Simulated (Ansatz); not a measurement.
# Cu (Fm-3m) in Ansatz: further runs

One crystal, Cu, is run at these levels: PBE+D4, PBEsol+D3(BJ); tasks: relaxation of cell and atoms.

All numbers are computed with Ansatz 0.2.0; they aren't measurements. Logs are shortened: lines on timing, memory, paths and dates and some standing lists are left out, and cuts for length are marked.

### 1 The crystal as given

It takes space group Fm-3m (No. 225, cubic). Conventional cell: a = 3.615 Å, b = 3.615 Å, c = 3.615 Å, α = 90.00°, β = 90.00°, γ = 90.00°. Around Cu (site symmetry m-3m) lie 12 Cu at 2.56 Å.

### 2 Relaxation of cell and atoms, PBE+D4

The input, input.yaml:

```yaml
crystal:
  lattice:
    - [0.0, 1.8075, 1.8075]
    - [1.8075, 0.0, 1.8075]
    - [1.8075, 1.8075, 0.0]
  atoms:
    - { symbol: Cu, position: [0.0, 0.0, 0.0] }
kpoints:
  mp_grid: { grid: [13, 13, 13] }
scf:
  occupations: { method: fermi_dirac, width: 0.05 }
hamiltonian:
  xc: pbe
  dispersion: d4
  pseudopotentials: { kind: all_electron, lapw: { basis_error: 0.001 } }
output:
  forces: true
  stress: true
relax:
  f_tol: 0.005
  max_steps: 60
  cell: {}
```

Potentials or basis: all-electron LAPW, scalar-relativistic.

Command:

```
$ ansatz run input.yaml --threads 1 --pin off --max-ram 3072MiB --backend cpu --events-out ev --progress --plain --runs-dir out
```

The log of the run:

```text
Warning: RAYON_NUM_THREADS=1 ignored (pool sized by the plan → 1); use --threads N
The last accepted step is kept in <dir> (removed where the run ends without a failure and the disk answers)
LAPW: plane waves up to 9.112 Å⁻¹, error target 1.0e-3 eV per atom; small_component_spin mean_spin; Cu in spheres of 1.240 Å, 19 of its electrons in bands, Dirac shells [] (how accurate: hamiltonian.pseudopotentials.lapw.basis_error, Limitations)
Engine: ansatz 0.2.0, aarch64-unknown-linux-gnu
Pseudopotentials: kind: all_electron
Pseudopotential: Cu, LAPW, valence charge 19, lapw/all_electron/scalar/gaussian/Cu, Koelling and Harmon's equation, gaussian nucleus
Functional definition: PBE
  parameter kappa = 0.804
  parameter beta = 0.06672455060314922
  exchange = pbe_x(kappa = kappa, mu = beta*pi^2/3)
  correlation = pbe_c(beta = beta)
Crystal: 1 atoms, lattice volume = 11.810 Å³
Basis set: ecut = 316.3505575020605 eV, 169 PW (Γ), exchange–correlation at level 2
Bands: 14, of which v1, the nominal top of the filled ones, is band 10 counted from 1 (9 counted from 0)
Symmetry: 48 space group operations
Space group: Fm-3m (ITA 225), of the structure as read, at distance tolerance 2.3e-5 Å
k-points: 84 of 2197
Non-local potential: Cu, projectors of the file, none
Initial density: superposition of atomic densities (chi_scale 0.1, normalization cell)
Initial wavefunctions: plane waves of lowest kinetic energy (no species holds an atomic orbital)
Functional: x = pbe(κ = 0.804, μ = 0.2195149727645171), c = pbe(β = 0.06672455060314922)
iter 1 solved again at ethr=9.01e-4 eV; its pass at ethr=1.00e-1 eV (dr2=1.71e-1 eV) is discarded
SCF iter   1: F=—  HF=-45035.736691 eV  |F-HF|=—  |Δ(HF+E_count)|=         —  Δρ=5.39e-2  dr2=1.72e-1  ethr=9.01e-4  ⟨swp⟩=2.3  Hψ=8233  notcnv=0
preconditioner: auto → none  [metal: Δε(μ)=0.117 eV  Ē_g=15.885 eV  σ=0.050 eV  W_gap=0.46  n_scr=0 (ndim 8)  ℏωp=35.8 eV  f_vac=0.000  D(μ)=0.33/eV (n_scr^D=0)]
SCF iter   2: F=—  HF=-45036.559307 eV  |F-HF|=—  |Δ(HF+E_count)|=   8.23e-1  Δρ=3.32e-2  dr2=6.66e-2  ethr=9.01e-4  ⟨swp⟩=3.0  Hψ=3944  notcnv=0
iter 3 solved again at ethr=2.00e-6 eV; its pass at ethr=3.51e-4 eV (dr2=3.80e-4 eV) is discarded
SCF iter   3: F=—  HF=-45034.942355 eV  |F-HF|=—  |Δ(HF+E_count)|=    1.62e0  Δρ=2.38e-3  dr2=3.79e-4  ethr=2.00e-6  ⟨swp⟩=2.3  Hψ=5978  notcnv=0
SCF iter   4: F=—  HF=-45034.861307 eV  |F-HF|=—  |Δ(HF+E_count)|=   8.10e-2  Δρ=5.54e-3  dr2=1.75e-3  ethr=2.00e-6  ⟨swp⟩=3.0  Hψ=3894  notcnv=0
SCF iter   5: F=—  HF=-45034.854664 eV  |F-HF|=—  |Δ(HF+E_count)|=   6.64e-3  Δρ=9.34e-4  dr2=4.73e-5  ethr=2.00e-6  ⟨swp⟩=2.6  Hψ=3246  notcnv=0
SCF iter   6: F=—  HF=-45034.854513 eV  |F-HF|=—  |Δ(HF+E_count)|=   1.51e-4  Δρ=2.03e-5  dr2=3.58e-8  ethr=2.49e-7  ⟨swp⟩=2.0  Hψ=3164  notcnv=0
SCF iter   7: F=-45034.854513 eV  HF=-45034.854513 eV  |F-HF|=4.12e-8  |Δ(HF+E_count)|=   3.08e-8  Δρ=5.12e-6  dr2=1.85e-9  ethr=1.88e-10  ⟨swp⟩=3.0  Hψ=3407  notcnv=0
SCF 1 converged in 7 iterations: F = -45034.854513 eV  dr2 = 1.85e-9
[... 25 lines left out ...]
SCF 3 converged in 5 iterations: F = -45034.861722 eV  dr2 = 2.54e-10
relax step   3: F+E_penalty+E_count = -45034.86172205 eV  Δ(F+E_penalty+E_count) = -1.686e-3 eV  max|allowed force component| = 0.000e0 eV/Å  Δτ_max = 0.0000 Å  P = +0.218 GPa  Ω = 11.381 Å³  (5 SCF iters, accepted)
Crystal: 1 atoms, lattice volume = 11.396 Å³
Basis set: ecut = 323.9727177202573 eV, 169 PW (Γ), exchange–correlation at level 2
iter 1 solved again at ethr=3.53e-10 eV; its pass at ethr=1.00e-1 eV (dr2=6.72e-8 eV) is discarded
SCF iter   1: F=—  HF=-45034.861732 eV  |F-HF|=—  |Δ(HF+E_count)|=         —  Δρ=1.61e-5  dr2=1.49e-8  ethr=3.53e-10  ⟨swp⟩=5.3  Hψ=7255  notcnv=0
preconditioner: auto → none  [insulator: Δε(μ)=0.195 eV  Ē_g=17.466 eV  σ=0.050 eV  W_gap=0.54  n_scr=0 (ndim 8)  ℏωp=36.5 eV  f_vac=0.000  D(μ)=0.32/eV (n_scr^D=0)  ε∞_Penn≈5.4]
iter 2 solved again at ethr=4.62e-12 eV; its pass at ethr=7.86e-11 eV (dr2=8.78e-10 eV) is discarded
SCF iter   2: F=-45034.861732 eV  HF=-45034.861732 eV  |F-HF|=2.34e-8  |Δ(HF+E_count)|=   1.68e-8  Δρ=3.96e-6  dr2=8.79e-10  ethr=4.62e-12  ⟨swp⟩=2.0  Hψ=5486  notcnv=0
SCF 4 converged in 2 iterations: F = -45034.861732 eV  dr2 = 8.79e-10
relax step   4: F+E_penalty+E_count = -45034.86173220 eV  Δ(F+E_penalty+E_count) = -1.015e-5 eV  max|allowed force component| = 0.000e0 eV/Å  Δτ_max = 0.0000 Å  P = +0.001 GPa  Ω = 11.396 Å³  (2 SCF iters, accepted)
iter 1 solved again at ethr=4.62e-12 eV; its pass at ethr=1.00e-1 eV (dr2=8.78e-10 eV) is discarded
SCF iter   1: F=—  HF=-45034.861732 eV  |F-HF|=—  |Δ(HF+E_count)|=         —  Δρ=3.95e-6  dr2=8.77e-10  ethr=4.62e-12  ⟨swp⟩=3.0  Hψ=6000  notcnv=0
SCF iter   2: F=-45034.861732 eV  HF=-45034.861732 eV  |F-HF|=4.00e-8  |Δ(HF+E_count)|=   1.08e-9  Δρ=6.35e-6  dr2=2.23e-9  ethr=4.62e-12  ⟨swp⟩=3.0  Hψ=3594  notcnv=0
SCF 5 converged in 2 iterations: F = -45034.861732 eV  dr2 = 2.23e-9
relax step   5: F+E_penalty+E_count = -45034.86173193 eV  Δ(F+E_penalty+E_count) = +2.668e-7 eV  max|allowed force component| = 0.000e0 eV/Å  Δτ_max = 0.0000 Å  P = +0.003 GPa  Ω = 11.396 Å³  stress off target by 3.47e-3 GPa  SCF on the basis re-selected at this cell (its energy is not comparable with the rows above)  (2 SCF iters)
basis re-selected at this cell: Δ(F+E_penalty+E_count) = +2.668e-7 eV, ΔP = +0.002 GPa vs the last step (what re-selecting the basis moved, after the strain that the cell walked since its last selection, with what the two solves' SCF thresholds leave and, on support functions, any second-order correction that the steps lacked; it is no measure of the basis error at this ecutwfc). This SCF's stress stands 3.47e-3 GPa from its target on what of the cell is left free (relax.cell.stress_tol is 5.00e-2 GPa) and its largest allowed force component is 0.00e0 eV/Å (relax.f_tol is 5.00e-3 eV/Å): within both
SCF converged after 2 iterations
Free energy (F): -45034.861732 eV
Harris-Foulkes:  -45034.861732 eV  (|F-HF|=4.00e-8)
Internal energy: -45034.859016 eV  (E = F + TS)
E sigma→0 (E₀):  -45034.860374 eV
Entropy (-TS):   -0.002716 eV (-2.716 meV/atom)
Fermi energy:    17.572492 eV
--- Per-component energies (eV) ---
  E_band       = -349.572029
  E_kinetic    = 45809.780026
  E_xc         = -1840.904609
  E_electrostatic = -89003.155018  (all electrons and nuclei)
  E_disp       = -0.579414  (pairwise vdW)
  E_smearing   = -0.002716  (= −TS)
  E_closure    = 0.000000  (closes the sum)
  E_atoms      = -45030.532457  (free atoms, spherical and without spin; not in F)
  Σ components = -45034.861732   (vs F -45034.861732, Δ=0.00e0)
  Basis errors (estimates in eV, not in F): energy 2.2e-4 per atom: plane waves 2.2e-4 (1.1e-4 summed), levels above the bands 4.1e-156, relativity 1.8e-8, radial functions 6.0e-6, core shells 5.6e-11; eigenvalues (radial functions only) 1.7e-6; not estimated: angular momenta, meshes, grids; target (lapw.basis_error) 1.0e-3; muffin-tin radii Cu 1.225 Å
--- Forces (eV/Å), atoms counted from 1 ---
  atom   1  Cu    -0.00000000     0.00000000    -0.00000000
  max |Σ_I F_I| component: 2.67e-32 eV/Å
--- Stress (GPa, compression-positive) ---
        0.003465       0.000000       0.000000
        0.000000       0.003465      -0.000000
        0.000000      -0.000000       0.003465
  P = ⅓ Tr σ = 0.0035 GPa (0.035 kbar)
--- Relaxed structure (4 steps of the walk, 4 accepted, 1 SCFs on fresh bases) ---
  F+E_penalty+E_count = -45034.86173193 eV   max|allowed force component| = 0.000e0 eV/Å   (the final SCF, on the basis selected at the relaxed cell)
  cell:  # Å, volume = 11.3961 Å³
    - [4.0842591376248535e-34, 1.7861107670465572, 1.7861107670465572]
    - [1.7861107670465572, 3.1925690468541617e-34, 1.7861107670465572]
    - [1.7861107670465572, 1.7861107670465572, 2.6750703172701853e-34]
  atoms:
    - { symbol: Cu, position: [0.0, 0.0, 0.0] }
```

It took 18 s on 1 thread of Arm Neoverse V2, shared host; peak memory 0.28 GiB.

Results:

```yaml
Free_energy: -45034.8617 eV
Relaxed_volume: 11.40 Å³/atom
Relaxed_cell: a = 2.526 Å, b = 2.526 Å, c = 2.526 Å, α = 60.00°, β = 60.00°, γ = 60.00°
Space_group_after_relaxing_to_0.05_Å: Fm-3m (No. 225)
Energy_gained_by_relaxing: 7.2 meV/atom
Ionic_steps: 5
Pressure_after_relaxing: 0.0 GPa
```

The path:
| step | energy change (eV) | largest force (eV/Å) | volume (Å³) |
| --- | --- | --- | --- |
| 1 | 0.0000 | 0.0000 | 11.81 |
| 2 | -0.0055 | 0.0000 | 11.59 |
| 3 | -0.0072 | 0.0000 | 11.38 |
| 4 | -0.0072 | 0.0000 | 11.40 |
| 5 | -0.0072 | 0.0000 | 11.40 |

Final structure:
```yaml
crystal:
  lattice:
    - [0.00000, 1.78611, 1.78611]
    - [1.78611, 0.00000, 1.78611]
    - [1.78611, 1.78611, 0.00000]
  atoms:
    - { symbol: Cu, position: [0.00000, 0.00000, 0.00000] }
```

### 3 Relaxation of cell and atoms, PBEsol+D3(BJ)

Edit input.yaml of step 2 so:

```diff
@@ -12,4 +12,4 @@
 hamiltonian:
-  xc: pbe
-  dispersion: d4
+  xc: pbesol
+  dispersion: d3bj
   pseudopotentials: { kind: all_electron, lapw: { basis_error: 0.001 } }
```

Potentials or basis: all-electron LAPW, scalar-relativistic.

Command:

```
$ ansatz run input.yaml --threads 1 --pin off --max-ram 3072MiB --backend cpu --events-out ev --progress --plain --runs-dir out
```

It took 20 s on 1 thread of Arm Neoverse V2, shared host; peak memory 0.28 GiB.

The run converged. Its results:

```
Free energy                            : -44998.4618 eV
Relaxed volume                         : 10.81 Å³/atom
Relaxed cell                           : a = 2.482 Å, b = 2.482 Å, c = 2.482 Å, α = 60.00°, β = 60.00°, γ = 60.00°
Space group after relaxing (to 0.05 Å) : Fm-3m (No. 225)
Energy gained by relaxing              : 47.1 meV/atom
Ionic steps                            : 6
Pressure after relaxing                : 0.0 GPa
```

The path:
```
step  energy change (eV)  largest force (eV/Å)  volume (Å³)
   1              0.0000                0.0000        11.81
   2             -0.0365                0.0000        11.26
   3             -0.0467                0.0000        10.72
   4             -0.0471                0.0000        10.81
   5             -0.0471                0.0000        10.81
   6             -0.0471                0.0000        10.81
```

Final structure:
```
Cu
1.0
     0.00000    1.75476    1.75476
     1.75476    0.00000    1.75476
     1.75476    1.75476    0.00000
Cu
1
Direct
  0.00000 0.00000 0.00000
```
